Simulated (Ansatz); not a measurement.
A run of Ansatz 0.2.0:

File input:

```
crystal:
  lattice:
    - [4.5277, 0.0, 0.0]
    - [0.0, 4.4211, 0.0]
    - [-1.320519, 0.0, 6.364348]
  atoms:
    - { symbol: Sb, position: [0.33993, 0.25, 0.68367] }
    - { symbol: Sb, position: [0.936638, 0.75, 0.762758] }
    - { symbol: Sb, position: [0.063362, 0.25, 0.237242] }
    - { symbol: Sb, position: [0.66007, 0.75, 0.31633] }
hamiltonian:
  xc: pbe0
  pseudopotentials: { kind: paw }
kpoints:
  mp_grid: { grid: [4, 4, 4] }
scf:
  occupations: { method: fermi_dirac, width: 0.05 }
output:
  forces: true
  stress: true
  eigenvalues: true
```

Hardware: 1 × NVIDIA H100 80GB HBM3 with 2 threads of AMD EPYC 7R13 Processor (Zen 3) (shared host).

How long does it take, and how much memory?

Run time: 27 s on 1 × NVIDIA H100 80GB HBM3 with 2 threads of AMD EPYC 7R13 Processor (Zen 3), on a shared host, peak memory 2.8 GiB. Counts: scf iterations 34, plane waves 2489, k points 30, bands 36.
